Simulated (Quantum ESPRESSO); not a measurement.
Crystal: FeO (Wuestite).

```xyz
2
Lattice="0.0000 2.1554 2.1554 2.1554 0.0000 2.1554 2.1554 2.1554 0.0000" Properties=species:S:1:pos:R:3 pbc="T T T"
Fe    0.0000    0.0000    0.0000
O     2.1554    2.1554    2.1554
```

Base run:

| Item | Value |
| --- | --- |
| Program | Quantum ESPRESSO 7.5 |
| Functional | PBE |
| Potentials or basis | SSSP 1.3 efficiency PBE |
| Cutoff | 871 eV |
| Density cutoff | 10640 eV |
| k mesh | 11 × 11 × 11 |
| Occupations | fermi-dirac, width 0.05 eV |
| Spin | collinear spin, ferromagnetic start |
| Starting moments | [3.0, 0.0] μB |

Its results: band gap on the k mesh none (metal or under the smearing width); pressure -1.2 GPa; net moment 4.00 μB per cell; site moments Fe +3.45; O +0.32 μB.

The run is repeated on the same cell with these changes: functional from PBE to PBEsol; potentials or basis from SSSP 1.3 efficiency PBE to PseudoDojo 0.4.1 SR PBEsol standard; cutoff from 871 eV to 1225 eV; density cutoff from 10640 eV to 4898 eV. What comes out?

Band gap on the k mesh none (metal or under the smearing width); pressure -9.2 GPa; net moment 4.00 μB per cell; site moments Fe +3.46; O +0.32 μB.

Caveats: a cell with one magnetic atom can't hold antiferromagnetic order, which such compounds often take; semilocal functionals often make such compounds metallic where correlation or magnetic order opens a gap, which also shifts bond lengths.

Not every run made on this cell is shown here.
